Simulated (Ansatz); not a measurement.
**72-atom supercell of rutile TiO2 with displaced atoms, uniform strain +1.3 %**

Aim: forces and frontier levels of a cell whose atoms are off their sites, by PBEsol, HSE06 and r²SCAN.

All numbers are computed with Ansatz 0.2.0 (PAW, plane waves).

## Step 1: Starting point

72 atoms (24 Ti, 48 O); a = 9.302 Å, b = 9.302 Å, c = 8.931 Å, α = 90.00°, β = 90.00°, γ = 90.00°. All atoms were shaken off their sites by about 0.08 Å along each axis.

The runs, in order: (2) PBEsol single point at the single k point (¼, ¼, ¼), on 7 threads of Arm Neoverse-V2; (3) HSE06 single point at the single k point (¼, ¼, ¼), on 7 threads of Arm Neoverse-V2; (4) r²SCAN single point at the single k point (¼, ¼, ¼), on 7 threads of Arm Neoverse-V2.

## Step 2: Single point with PBEsol

in.yaml

```yaml
crystal:
  lattice:
    - [9.302205, 0.000000, 0.000000]
    - [0.000000, 9.302205, 0.000000]
    - [0.000000, 0.000000, 8.931228]
  atoms:
    - { symbol: Ti, position: [0.992207, 0.007005, 0.999734] }
    - { symbol: Ti, position: [0.997682, 0.998626, 0.347046] }
    - { symbol: Ti, position: [0.997223, 0.995658, 0.656160] }
    - { symbol: Ti, position: [0.001896, 0.495139, 0.003525] }
    - { symbol: Ti, position: [0.015563, 0.493940, 0.320772] }
    - { symbol: Ti, position: [0.014498, 0.507907, 0.662853] }
    - { symbol: Ti, position: [0.501706, 0.997928, 0.976348] }
    - { symbol: Ti, position: [0.496166, 0.008280, 0.329095] }
    - { symbol: Ti, position: [0.501951, 0.986604, 0.670572] }
    - { symbol: Ti, position: [0.499103, 0.511158, 0.996715] }
    - { symbol: Ti, position: [0.497507, 0.477405, 0.330959] }
    - { symbol: Ti, position: [0.505180, 0.491370, 0.673217] }
    - { symbol: Ti, position: [0.264456, 0.240240, 0.166284] }
    - { symbol: Ti, position: [0.248835, 0.252682, 0.510130] }
    - { symbol: Ti, position: [0.232627, 0.257552, 0.841908] }
    - { symbol: Ti, position: [0.244359, 0.747033, 0.163139] }
    - { symbol: Ti, position: [0.254050, 0.757228, 0.493533] }
    - { symbol: Ti, position: [0.246269, 0.747220, 0.839669] }
    - { symbol: Ti, position: [0.755011, 0.252624, 0.184513] }
    - { symbol: Ti, position: [0.740030, 0.248541, 0.497935] }
    - { symbol: Ti, position: [0.742209, 0.261453, 0.828080] }
    - { symbol: Ti, position: [0.740074, 0.747196, 0.155725] }
    - { symbol: Ti, position: [0.746049, 0.742851, 0.503370] }
    - { symbol: Ti, position: [0.740183, 0.755708, 0.833443] }
    - { symbol: O, position: [0.163305, 0.168428, 0.986496] }
    - { symbol: O, position: [0.151901, 0.153024, 0.324808] }
    - { symbol: O, position: [0.158846, 0.144422, 0.664512] }
    - { symbol: O, position: [0.154107, 0.663427, 0.997947] }
    - { symbol: O, position: [0.148679, 0.642874, 0.331284] }
    - { symbol: O, position: [0.151778, 0.641053, 0.672442] }
    - { symbol: O, position: [0.647563, 0.149031, 0.001888] }
    - { symbol: O, position: [0.639268, 0.155544, 0.346886] }
    - { symbol: O, position: [0.649580, 0.148273, 0.663830] }
    - { symbol: O, position: [0.650699, 0.657681, 0.989995] }
    - { symbol: O, position: [0.652870, 0.655725, 0.349054] }
    - { symbol: O, position: [0.641612, 0.648887, 0.675766] }
    - { symbol: O, position: [0.341894, 0.370096, 0.004978] }
    - { symbol: O, position: [0.355713, 0.348289, 0.332697] }
    - { symbol: O, position: [0.354711, 0.349951, 0.667714] }
    - { symbol: O, position: [0.336161, 0.850374, 0.010059] }
    - { symbol: O, position: [0.350108, 0.852843, 0.315698] }
    - { symbol: O, position: [0.337733, 0.853460, 0.665806] }
    - { symbol: O, position: [0.856620, 0.349462, 0.992570] }
    - { symbol: O, position: [0.841235, 0.355320, 0.321378] }
    - { symbol: O, position: [0.850387, 0.339149, 0.656824] }
    - { symbol: O, position: [0.854965, 0.850004, 0.002171] }
    - { symbol: O, position: [0.850549, 0.847415, 0.338176] }
    - { symbol: O, position: [0.842535, 0.844968, 0.653783] }
    - { symbol: O, position: [0.098633, 0.405055, 0.169007] }
    - { symbol: O, position: [0.095426, 0.397177, 0.493966] }
    - { symbol: O, position: [0.106430, 0.405997, 0.837760] }
    - { symbol: O, position: [0.098003, 0.912244, 0.167795] }
    - { symbol: O, position: [0.099541, 0.901115, 0.484151] }
    - { symbol: O, position: [0.099288, 0.906563, 0.831890] }
    - { symbol: O, position: [0.608100, 0.391144, 0.163268] }
    - { symbol: O, position: [0.592096, 0.410745, 0.494984] }
    - { symbol: O, position: [0.589331, 0.399767, 0.824919] }
    - { symbol: O, position: [0.607558, 0.906157, 0.155938] }
    - { symbol: O, position: [0.606847, 0.906022, 0.504616] }
    - { symbol: O, position: [0.599922, 0.920674, 0.832610] }
    - { symbol: O, position: [0.408003, 0.098094, 0.164277] }
    - { symbol: O, position: [0.398870, 0.118411, 0.497594] }
    - { symbol: O, position: [0.404312, 0.089012, 0.831268] }
    - { symbol: O, position: [0.409732, 0.594220, 0.164875] }
    - { symbol: O, position: [0.392839, 0.594549, 0.494030] }
    - { symbol: O, position: [0.406937, 0.589834, 0.830164] }
    - { symbol: O, position: [0.901378, 0.108659, 0.162273] }
    - { symbol: O, position: [0.912002, 0.092141, 0.506177] }
    - { symbol: O, position: [0.900084, 0.096146, 0.831532] }
    - { symbol: O, position: [0.915116, 0.589060, 0.159559] }
    - { symbol: O, position: [0.899230, 0.595351, 0.509243] }
    - { symbol: O, position: [0.904473, 0.594254, 0.831747] }
  symmetry: { detect: false }
kpoints:
  mp_grid: { grid: [1, 1, 1], shift: [0.25, 0.25, 0.25] }
hamiltonian:
  xc: pbesol
scf:
  occupations: { method: fermi_dirac, width: 0.01 }
output:
  forces: true
  eigenvalues: true
  stress: true
  populations: true
  eigenstates: { kpoints: [[0.25, 0.25, 0.25]], e_range: [-6.0, 6.0], localisation: true }
```

## Step 3: Single point with HSE06

Changes to in.yaml since step 2:

```diff
@@ -82,3 +82,3 @@
 hamiltonian:
-  xc: pbesol
+  xc: hse06
 scf:
@@ -88,3 +88,2 @@
   eigenvalues: true
-  stress: true
   populations: true
```

## Step 4: Single point with r²SCAN

Changes to in.yaml since step 3:

```diff
@@ -82,3 +82,3 @@
 hamiltonian:
-  xc: hse06
+  xc: r2scan
 scf:
```

Before running it: what results should come out? Wanted: for each run, top filled to lowest empty; pressure; force change.

**Answer**, as computed:

```
 level                     time  top filled to lowest empty (eV)  pressure (GPa)  force change (eV/Å rms)
PBEsol     32 s (7 CPU threads)                             1.83           -3.59                        0
 HSE06  7.8 min (7 CPU threads)                             3.28               -                    0.129
r²SCAN     48 s (7 CPU threads)                             2.15               -                    0.084
```

**Reading.** At the same k points, PBEsol gives a spacing 1.45 eV smaller and r²SCAN gives a spacing 1.13 eV smaller than the 3.28 eV of HSE06. The HSE06 single point took about 15 times as long as the PBEsol one on the same kind of device. HSE06 forces are 6 % stiffer than those of PBEsol by the slope, and differ by 0.13 eV/Å rms. With one k point the spacing samples only the states that fold onto it, so it can exceed the gap over the zone.
